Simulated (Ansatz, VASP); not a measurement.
**Two plane-wave programs on Sb**

INCAR

```
SYSTEM = Sb
PREC     = Accurate       ! precision mode
ENCUT    = 520            ! plane-wave cutoff, eV
EDIFF    = 1E-7           ! SCF threshold, eV
ISMEAR   = -1             ! smearing method
SIGMA    = 0.1            ! smearing width, eV
LREAL    = .False.        ! projectors in reciprocal space
LASPH    = .True.         ! aspherical terms in the spheres
NELM     = 80             ! most SCF steps
ALGO     = Normal         ! electronic algorithm
ISIF     = 2              ! what is computed and relaxed
LWAVE    = .False.        ! write WAVECAR
LCHARG   = .False.        ! write CHGCAR
NBANDS   = 12             ! bands
```

File KPOINTS:

```
regular mesh
0
Gamma
  12 12 7
  0 0 0
```

POSCAR

```
Sb
1.0
    3.2957392844      0.0000000000      0.0000000000
   -1.6478696422      2.8541939446      0.0000000000
    0.0000000000      0.0000000000      5.4489211363
Sb
2
Direct
    0.3333333333      0.6666666667      0.2500000000
    0.6666666667      0.3333333333      0.7500000000
```

Input for Ansatz:

```yaml
crystal:
  lattice:
    - [3.2957392844, 0.0, 0.0]
    - [-1.6478696422, 2.8541939446, 0.0]
    - [0.0, 0.0, 5.4489211363]
  atoms:
    - { symbol: Sb, position: [0.3333333333, 0.6666666667, 0.25] }
    - { symbol: Sb, position: [0.6666666667, 0.3333333333, 0.75] }
hamiltonian:
  xc: lda
  pseudopotentials:
    kind: paw
    azcp:
      Sb: "pseudopotentials/Sb.paw.azcp"
basis:
  ecutwfc: 420
  fft_grid_basis: typed
kpoints:
  mp_grid: { grid: [12, 12, 7], shift: [0, 0, 0] }
magnetization:
  spin_polarized: false
scf:
  occupations: { method: fermi_dirac, width: 0.1 }
  lower_state_search: "off"
output:
  stress: true
```

Alike in both runs: task single point; functional LDA; k mesh 12 × 12 × 7; occupations fermi-dirac, width 0.1 eV; no spin polarisation.

|  | VASP | Ansatz |
| --- | --- | --- |
| version | VASP 6.6.1 | Ansatz 0.2.0 |
| potentials or method | VASP PAW LDA potentials, release 64 (Sb) | plane waves (420 eV) with PAW, scalar-relativistic |
| plane-wave cutoff (eV) | 520 | 420 |
| valence electrons in the cell | 10 | 30 |

|  | VASP | Ansatz | Ansatz less VASP |
| --- | --- | --- | --- |
| pressure (GPa) | 0.4 | 0.3 | -0.12 |
| largest component of the traceless stress (GPa) | 0.78 | 0.72 | -0.061 |

The two sets of potentials don't hold the same shells in valence. Ansatz warned: «pseudo_functional_mismatch».

The runs have no spin-orbit coupling, so splittings on Sb are missing.
